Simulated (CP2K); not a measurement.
Input of a CP2K 2026.2 run:

The input la2o3_bands.inp:

```
&GLOBAL
  PROJECT la2o3_bands
  RUN_TYPE ENERGY_FORCE
  PRINT_LEVEL LOW
&END GLOBAL
&FORCE_EVAL
  METHOD QS
  STRESS_TENSOR ANALYTICAL
  &DFT
    BASIS_SET_FILE_NAME BASIS_MOLOPT_UCL
    BASIS_SET_FILE_NAME BASIS_MOLOPT
    POTENTIAL_FILE_NAME GTH_SOC_POTENTIALS
    &MGRID
      CUTOFF 600
      REL_CUTOFF 60
      NGRIDS 4
    &END MGRID
    &QS
      METHOD GPW
      EPS_DEFAULT 1.0E-9
    &END QS
    &KPOINTS
      SCHEME MONKHORST-PACK 8 8 5
      GAMMA_CENTERED T
    &END KPOINTS
    &SCF
      SCF_GUESS ATOMIC
      EPS_SCF 1.0E-6
      MAX_SCF 100
      ADDED_MOS 26
      CHOLESKY OFF
      EPS_EIGVAL 1.0E-7
      &DIAGONALIZATION ON
        ALGORITHM STANDARD
      &END DIAGONALIZATION
      &MIXING ON
        METHOD BROYDEN_MIXING
        ALPHA 0.4
        BETA 1.5
        NBUFFER 8
      &END MIXING
      &SMEAR ON
        METHOD FERMI_DIRAC
        ELECTRONIC_TEMPERATURE [K] 580.226
      &END SMEAR
    &END SCF
    &XC
      &XC_FUNCTIONAL
        &LDA_X
        &END LDA_X
        &LDA_C_PW
        &END LDA_C_PW
      &END XC_FUNCTIONAL
    &END XC
    &PRINT
      &KPOINTS ON
      &END KPOINTS
      &MULLIKEN ON
      &END MULLIKEN
      &MO ON
        ENERGIES T
        OCCUPATION_NUMBERS T
        &EACH
          QS_SCF 0
        &END EACH
        ADD_LAST NUMERIC
      &END MO
    &END PRINT
  &END DFT
  &PROPERTIES
    &BANDSTRUCTURE ON
      &BANDSTRUCTURE_PATH
        NPOINTS 6
        SPECIAL_POINT GAMMA 0.00000000 0.00000000 0.00000000
        SPECIAL_POINT M 0.50000000 0.00000000 0.00000000
        SPECIAL_POINT K 0.33333333 0.33333333 0.00000000
        SPECIAL_POINT GAMMA 0.00000000 0.00000000 0.00000000
        SPECIAL_POINT A 0.00000000 0.00000000 0.50000000
        SPECIAL_POINT L 0.50000000 0.00000000 0.50000000
        SPECIAL_POINT H 0.33333333 0.33333333 0.50000000
        SPECIAL_POINT A 0.00000000 0.00000000 0.50000000
      &END BANDSTRUCTURE_PATH
      &SOC ON
      &END SOC
    &END BANDSTRUCTURE
  &END PROPERTIES
  &SUBSYS
    &CELL
      A 3.9307778780 0.0000000000 0.0000000000
      B -1.9653889390 3.4041534990 0.0000000000
      C 0.0000000000 0.0000000000 6.1119535200
      PERIODIC XYZ
    &END CELL
    &COORD
      La  -0.0000000002 2.2694356661 1.5049810311
      La  1.9653889392 1.1347178329 4.6069724889
      O   0.0000000000 0.0000000000 0.0000000000
      O   -0.0000000002 2.2694356661 3.9476536318
      O   1.9653889392 1.1347178329 2.1642998882
    &END COORD
    &KIND La
      BASIS_SET DZVP-MOLOPT-SR-GTH-q11
      POTENTIAL GTH-PBE-q11
    &END KIND
    &KIND O
      BASIS_SET DZVP-MOLOPT-SR-GTH-q6
      POTENTIAL GTH-PBE-q6
    &END KIND
    &PRINT
      &ATOMIC_COORDINATES ON
      &END ATOMIC_COORDINATES
      &CELL ON
      &END CELL
    &END PRINT
  &END SUBSYS
  &PRINT
    &FORCES ON
    &END FORCES
    &STRESS_TENSOR ON
    &END STRESS_TENSOR
  &END PRINT
&END FORCE_EVAL
```

Potentials or basis: GTH_SOC_POTENTIALS La GTH-PBE-q11, O GTH-PBE-q6; DZVP-MOLOPT-SR-GTH basis.

Command:

```sh
$ OMP_NUM_THREADS=1 cp2k.psmp -i la2o3_bands.inp -o la2o3_bands.out
```

Problem. Predict the band gap along the path.

Solution. 3.66 eV, indirect (least direct gap 3.75 eV).

Problem. What does it give for the Mulliken charges?

Solution. La +1.01; O -0.71, -0.65 e.

Forces on the atoms (eV/Å):
```
La   0.000  0.000  0.036
La   0.000  0.000 -0.036
O    0.000  0.000  0.000
O    0.000  0.000 -0.034
O    0.000  0.000  0.034
```

Caveat: the potentials were made for another functional, which shifts forces and pressure; the basis of atomic orbitals isn't converged, which shifts pressures, moduli and gaps.
